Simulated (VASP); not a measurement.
# HC60N3 (a cell with a defect) in VASP: a series of runs, part 2 of 2

VASP 6.6.1. The steps go on from the part before.

### 4 Single point, r2SCAN

Contents of INCAR:

```
SYSTEM = HC60N3
PREC = Accurate ; ENCUT = 520
EDIFF = 1E-6 ; ISMEAR = 0
SIGMA = 0.03 ; LREAL = .FALSE.
LASPH = .TRUE. ; NELM = 60
ALGO = Normal ; ISIF = 2
LWAVE = .FALSE. ; LCHARG = .TRUE.
METAGGA = R2SCAN ; LMIXTAU = .TRUE.
LELF = .TRUE. ; LVHAR = .TRUE.
NBANDS = 166
```

Contents of KPOINTS:

```
regular mesh
0
G
  2 2 2
  0 0 0
```

Contents of POSCAR:

```
HC60N3
1.0
    7.1400000000      0.0000000000      0.0000000000
    0.0000000000      7.1400000000      0.0000000000
    0.0000000000      0.0000000000      7.1400000000
H C N
1 60 3
Direct
    0.5043133100      0.5043133100      0.5043133100
    0.6319130000      0.6319130000      0.6319130000
    0.5014860000      0.7507060000      0.7507060000
    0.7507060000      0.5014860000      0.7507060000
    0.7507060000      0.7507060000      0.5014860000
    0.4950870000      0.2505090000      0.7494590000
    0.4950870000      0.7494590000      0.2505090000
    0.2505090000      0.4950870000      0.7494590000
    0.7494590000      0.4950870000      0.2505090000
    0.2505090000      0.7494590000      0.4950870000
    0.7494590000      0.2505090000      0.4950870000
    0.6235760000      0.3759650000      0.8734240000
    0.6235760000      0.8734240000      0.3759650000
    0.3759650000      0.6235760000      0.8734240000
    0.8734240000      0.6235760000      0.3759650000
    0.3759650000      0.8734240000      0.6235760000
    0.8734240000      0.3759650000      0.6235760000
    0.5050870000      0.2510410000      0.2510410000
    0.2510410000      0.5050870000      0.2510410000
    0.2510410000      0.2510410000      0.5050870000
    0.1273950000      0.6227350000      0.6227350000
    0.6227350000      0.1273950000      0.6227350000
    0.6227350000      0.6227350000      0.1273950000
    0.9999620000      0.4999560000      0.4999560000
    0.4999560000      0.9999620000      0.4999560000
    0.4999560000      0.4999560000      0.9999620000
    0.1278200000      0.3773090000      0.3773090000
    0.3773090000      0.1278200000      0.3773090000
    0.3773090000      0.3773090000      0.1278200000
    0.6239330000      0.8758650000      0.8758650000
    0.8758650000      0.6239330000      0.8758650000
    0.8758650000      0.8758650000      0.6239330000
    0.0011195000      0.7494200000      0.7494200000
    0.7494200000      0.0011195000      0.7494200000
    0.7494200000      0.7494200000      0.0011195000
    0.1237350000      0.3750450000      0.8761320000
    0.1237350000      0.8761320000      0.3750450000
    0.3750450000      0.1237350000      0.8761320000
    0.8761320000      0.1237350000      0.3750450000
    0.3750450000      0.8761320000      0.1237350000
    0.8761320000      0.3750450000      0.1237350000
    0.9987500000      0.2495250000      0.7493430000
    0.9987500000      0.7493430000      0.2495250000
    0.2495250000      0.9987500000      0.7493430000
    0.7493430000      0.9987500000      0.2495250000
    0.2495250000      0.7493430000      0.9987500000
    0.7493430000      0.2495250000      0.9987500000
    0.1237820000      0.1237820000      0.6246850000
    0.1237820000      0.6246850000      0.1237820000
    0.6246850000      0.1237820000      0.1237820000
    0.0017403000      0.2503660000      0.2503660000
    0.2503660000      0.0017403000      0.2503660000
    0.2503660000      0.2503660000      0.0017403000
    0.1249420000      0.8743930000      0.8743930000
    0.8743930000      0.1249420000      0.8743930000
    0.8743930000      0.8743930000      0.1249420000
    0.9999680000      0.9999680000      0.4998950000
    0.9999680000      0.4998950000      0.9999680000
    0.4998950000      0.9999680000      0.9999680000
    0.1254050000      0.1254050000      0.1254050000
    0.9997840000      0.9997840000      0.9997840000
    0.6351560000      0.3648080000      0.3648080000
    0.3648080000      0.6351560000      0.3648080000
    0.3648080000      0.3648080000      0.6351560000
```

Potentials or basis: VASP PAW PBE potentials, release 64 (H, C, N).

On the command line:

```bash
cat potpaw_PBE.64/H/POTCAR potpaw_PBE.64/C/POTCAR potpaw_PBE.64/N/POTCAR > POTCAR
mpirun -np 1 vasp_std > vasp.out
```

Wall time 27 min (1 thread of Intel Xeon Platinum 8488C (Sapphire Rapids), shared host); peak memory 0.53 GiB.

The run converged. Its results:

```
Free energy            : -615.5231 eV
Pressure               : -3.4 GPa
Largest force          : 3.936 eV/Å
Band gap on the k mesh : 2.98 eV, indirect (least direct gap 3.01 eV)
```

Forces in eV/Å, atoms in the order of the input:
```
H    2.272  2.272  2.272
C   -1.523 -1.523 -1.523
C    0.329 -0.443 -0.443
C   -0.443  0.329 -0.443
C   -0.443 -0.443  0.329
C    0.237 -0.083  0.136
C    0.237  0.136 -0.083
C   -0.083  0.237  0.136
C    0.136  0.237 -0.083
C   -0.083  0.136  0.237
C    0.136 -0.083  0.237
C    0.051  0.059  0.002
C    0.051  0.002  0.059
C    0.059  0.051  0.002
C    0.002  0.051  0.059
C    0.059  0.002  0.051
C    0.002  0.059  0.051
C   -0.046 -0.263 -0.263
C   -0.263 -0.046 -0.263
C   -0.263 -0.263 -0.046
C   -0.007 -0.053 -0.053
C   -0.053 -0.007 -0.053
C   -0.053 -0.053 -0.007
C   -0.055  0.004  0.004
C    0.004 -0.055  0.004
C    0.004  0.004 -0.055
C   -0.003  0.060  0.060
C    0.060 -0.003  0.060
C    0.060  0.060 -0.003
C   -0.121  0.100  0.100
C    0.100 -0.121  0.100
C    0.100  0.100 -0.121
C   -0.031  0.024  0.024
C    0.024 -0.031  0.024
C    0.024  0.024 -0.031
C    0.027 -0.038 -0.053
C    0.027 -0.053 -0.038
C   -0.038  0.027 -0.053
C   -0.053  0.027 -0.038
C   -0.038 -0.053  0.027
C   -0.053 -0.038  0.027
C   -0.010 -0.041 -0.039
C   -0.010 -0.039 -0.041
C   -0.041 -0.010 -0.039
C   -0.039 -0.010 -0.041
C   -0.041 -0.039 -0.010
C   -0.039 -0.041 -0.010
C    0.041  0.041  0.012
C    0.041  0.012  0.041
C    0.012  0.041  0.041
C    0.017 -0.029 -0.029
C   -0.029  0.017 -0.029
C   -0.029 -0.029  0.017
C    0.015 -0.007 -0.007
C   -0.007  0.015 -0.007
C   -0.007 -0.007  0.015
C    0.054  0.054  0.114
C    0.054  0.114  0.054
C    0.114  0.054  0.054
C   -0.007 -0.007 -0.007
C   -0.014 -0.014 -0.014
N   -0.387 -0.020 -0.020
N   -0.020 -0.387 -0.020
N   -0.020 -0.020 -0.387
```

Stress tensor (GPa, compression positive):
```
-3.45 -0.83 -0.83
-0.83 -3.45 -0.83
-0.83 -0.83 -3.45
```

Levels at points of the mesh, in eV from the valence-band top:
| k point | band 125 | band 126 | band 127 | band 128 | band 129 | band 130 | band 131 | band 132 |
| --- | --- | --- | --- | --- | --- | --- | --- | --- |
| (0.00, 0.00, 0.00) | -1.96 | -1.05 | -1.05 | 0.00 | 3.01 | 3.23 | 3.23 | 3.50 |
| (0.50, 0.00, 0.00) | -2.76 | -2.08 | -1.93 | -0.35 | 2.98 | 3.13 | 4.04 | 4.44 |
| (0.50, 0.50, 0.00) | -2.21 | -2.09 | -1.53 | -0.26 | 4.40 | 4.45 | 4.67 | 4.85 |
| (0.50, 0.50, 0.50) | -2.90 | -1.77 | -1.77 | -0.11 | 4.29 | 4.29 | 4.46 | 4.85 |

Caveat: the k mesh is coarse (spacing up to 0.44 Å⁻¹), so the values aren't converged; the PAW data sets were made with another functional, which shifts forces and pressure a little.

### 5 Overview

```tsv
level	potentials or basis	gap on the mesh (eV)	pressure (GPa)	largest force (eV/Å)
PBE	VASP PAW PBE potentials, release 64 (H, C, N)	2.71	0.4	3.74
LDA	VASP PAW LDA potentials, release 64 (H, C, N)	2.63	-13.6	3.53
r2SCAN	VASP PAW PBE potentials, release 64 (H, C, N)	2.98	-3.4	3.94
```

Alike in all rows: task single point; no spin polarisation; cell as given; k mesh 2 × 2 × 2; cutoff (eV) 520; smearing gaussian 0.03 eV; the mesh is coarse, so values aren't converged.

Caveats: all runs use coarse meshes; the PAW data sets were made with another functional, which shifts forces and pressure a little (some runs).

Absolute energies hang on the potentials; compare differences alone.
